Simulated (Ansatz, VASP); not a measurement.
## Cu in VASP and in Ansatz

```xyz
1
Lattice="0.0000 1.7593 1.7593 1.7593 0.0000 1.7593 1.7593 1.7593 0.0000" Properties=species:S:1:pos:R:3 pbc="T T T"
Cu    0.0000    0.0000    0.0000
```

Alike in both runs: task single point; functional LDA; k mesh 20 × 20 × 20; occupations gaussian, width 0.05 eV; no spin polarisation.

```csv
,VASP,Ansatz
version,VASP 6.6.1,Ansatz 0.2.0
potentials or method,"VASP PAW LDA potentials, release 64 (Cu)","scalar-relativistic, plane waves, PAW"
plane-wave cutoff (eV),520,420
valence electrons in the cell,11,19
```

|  | VASP | Ansatz | Ansatz less VASP |
| --- | --- | --- | --- |
| pressure (GPa) | 0.8 | 0.0 | -0.86 |

The two sets of potentials don't hold the same shells in valence.
